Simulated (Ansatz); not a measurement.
Crystal: MgS (Niningerite).

```
S Mg
1.0
     0.00000    2.60165    2.60165
     2.60165    0.00000    2.60165
     2.60165    2.60165    0.00000
S Mg
1 1
Cartesian
  2.6016 2.6016 2.6016
  0.0000 0.0000 0.0000
```

Base run:

```yaml
Program: Ansatz 0.2.0
Functional: r2SCANh
Potentials_or_basis: Ansatz PAW
Cutoff: "500 eV (not typed: the program's choice for these potentials)"
k_mesh: 5 × 5 × 5
Occupations: fermi-dirac, width 0.05 eV
Spin: no spin polarisation
```

Its results: pressure -0.3 GPa.

The run is repeated on the same cell with these changes: functional from r2SCANh to r2SCAN0. What comes out?

Pressure -0.8 GPa.

Caveats: the PAW data sets come from PBE, with cores solved anew for the run's functional, which leaves a small shift of forces and pressure; the thresholds are loose for stress.
